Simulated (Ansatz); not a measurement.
# Te: the cost of one run

Program: Ansatz 0.2.0. Level of theory: DFT, PBE, no spin polarisation, plane waves, PAW. These are calculated values, not measurements.

### 1 Geometry

The structure is monoclinic, space group C2/m (No. 12). Conventional cell: a = 8.438 Å, b = 4.725 Å, c = 3.945 Å, α = 90.00°, β = 91.89°, γ = 90.00°. Around Te (site symmetry m) lie 6 Te at 2.98 to 3.23 Å. Te (site symmetry 2/m) has 6 Te at 2.98 to 3.09 Å as nearest neighbours.

The coordinates stand in the input below.

It starts from an earlier solution of the starting cell (checkpoint.read).

### 2 Relaxing

Contents of input.yaml:

```yaml
crystal:
  lattice:
    - [0.0, 4.725432, 0.0]
    - [4.21895, -2.362716, 0.0]
    - [-0.129983, 0.0, -3.943191]
  atoms:
    - { symbol: Te, position: [0.324, 0.648, 0.325] }
    - { symbol: Te, position: [0.676, 0.352, 0.675] }
    - { symbol: Te, position: [0.0, 0.0, 0.0] }
  symmetry: { tolerance: 0.0003 }
kpoints:
  mp_grid: { grid: [5, 5, 6], shift: [0, 0, 0] }
magnetization:
  spin_polarized: false
scf:
  occupations: { method: fermi_dirac }
  lower_state_search: "off"
hamiltonian:
  pseudopotentials: { kind: paw }
  xc: pbe
basis:
  ecutwfc: 420
  fft_grid_basis: typed
relax:
  max_steps: 40
  cell: { p_target: 0.0 }
  f_tol: 0.03
output:
  forces: true
  stress: true
  eigenvalues: true
  bader: true
  populations: true
  elf: true
  write_potential: true
  volumetric_format: npy
  dos:
    e_range: [-12, 8]
    de: 0.05
    projected: { site_lists: { Te: [Te] } }
checkpoint:
  read: saved_state
```

Run with:

```
$ ansatz run input.yaml --threads 2 --pin off --max-ram 2560MiB --backend cpu --events-out ev --progress --plain --runs-dir out
```

What time and memory should one allow on 2 threads of Arm Neoverse N1, shared host?

About 4.5 min, with a peak of 0.46 GiB.
